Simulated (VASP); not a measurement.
# MoS2 in VASP: how settings move the PBE single point

The PBE single point of MoS2 (CdI2 type) is repeated with altered inputs. Which of them can be trusted? This is a trial cell built on a prototype, not taken from a measured structure, and it needn't be the compound's ground state.

The runs shown are made with VASP 6.6.1. PAW datasets, plane waves. Simulation only: spin-unpolarised, and no claim that this is the phase found in nature.

### 1 Starting point

The cell comes from an earlier relaxation with r2SCAN+rVV10 in another program.

Space group P-3m1 (No. 164), trigonal; a = 3.220 Å, c = 5.945 Å in the conventional setting, 17.80 Å³ an atom. Mo has 6 S at 2.42 Å; S has 3 Mo at 2.42 Å.

Structure file:

```
CELL_PARAMETERS angstrom
3.22024 0.00000 0.00000
-1.61012 2.78881 0.00000
0.00000 0.00000 5.94503
ATOMIC_POSITIONS crystal
Mo 0.00000 0.00000 0.00000
S 0.33333 0.66667 0.26003
S 0.66667 0.33333 0.73997
```

### 2 Baseline

INCAR reads:

```
ENCUT = 520.000000
SIGMA = 0.020000
EDIFF = 1.00e-07
GGA = PE
PREC = Accurate
IBRION = -1
ISIF = 2
ISMEAR = -1
NBANDS = 20
NELM = 120
NSW = 0
LASPH = .TRUE.
LCHARG = .FALSE.
LWAVE = .FALSE.
LREAL = .FALSE.
```

KPOINTS reads:

```
KPOINTS created by Atomic Simulation Environment
0
Gamma
12 12 4
0 0 0
```

POSCAR reads:

```
Mo S
 1.0000000000000000
     3.2202374464190364   -0.0000000000000000    0.0000000000000000
    -1.6101187232095182    2.7888074348168157   -0.0000000000000000
     0.0000000000000000   -0.0000000000000000    5.9450267968125630
 Mo  S
   1   2
Cartesian
 -0.0000000000000000  0.0000000000000000 -0.0000000000000000
 -0.0000000000000000  1.8592049565445441  1.5458917519004469
  1.6101187232095178  0.9296024782722720  4.3991350449121187
```

A file KPOINTS_OPT adds named points for the levels; it doesn't enter the self-consistent loop.

Potentials: the recommended PBE PAW datasets, 26 valence electrons.

On the command line:

```
$ mpirun -np 1 vasp_std
```

### 3 Try 1

INCAR reads:

```
ENCUT = 520.000000
EDIFF = 1.00e-07
PREC = Accurate
IBRION = -1
ISIF = 2
NBANDS = 20
NSW = 0
LASPH = .TRUE.
LCHARG = .FALSE.
LWAVE = .FALSE.
LREAL = .FALSE.
ISMEAR = 1
SIGMA = 0.2
GGA = RP
NELM = 58
```

KPOINTS is that of step 2.

POSCAR is that of step 2.

### 4 Try 2

Changes to INCAR since step 2:

```diff
@@ -15 +15,2 @@
 LREAL = .FALSE.
+ALGO = All
```

KPOINTS is that of step 2.

POSCAR is that of step 2.

### 5 Try 3

Changes to INCAR since step 2:

```diff
@@ -9,3 +9,2 @@
 NBANDS = 20
-NELM = 120
 NSW = 0
@@ -15 +14,3 @@
 LREAL = .FALSE.
+MAXMIX = 5
+NELM = 65
```

KPOINTS is that of step 2.

POSCAR is that of step 2.

**Question.** What will these runs give? Wanted: for each run, changed; ending; energy change; pressure; electronic steps; usable.

**Answer**, as computed:

| run | changed | ending | energy change (meV/atom) | pressure (GPa) | gap on the mesh (eV; negative: overlap) | electronic steps | time | usable |
| --- | --- | --- | --- | --- | --- | --- | --- | --- |
| ref. | – | converged | 0 | 2.1 | -1.10 | 15 | 23 s | yes |
| 1 | ISMEAR = 1, SIGMA = 0.2, GGA = RP, NELM = 58 | converged | – | 4.7 | -1.12 | 17 | 24 s | no |
| 2 | ALGO = All | converged | 0.0 | 2.1 | -1.10 | 21 | 28 s | yes |
| 3 | MAXMIX = 5, NELM = 65 | converged | 0.0 | 2.1 | -1.10 | 16 | 23 s | yes |

What this shows: Of 3 altered inputs, 1 ended normally on a faulty or unsound input, 2 gave usable results.
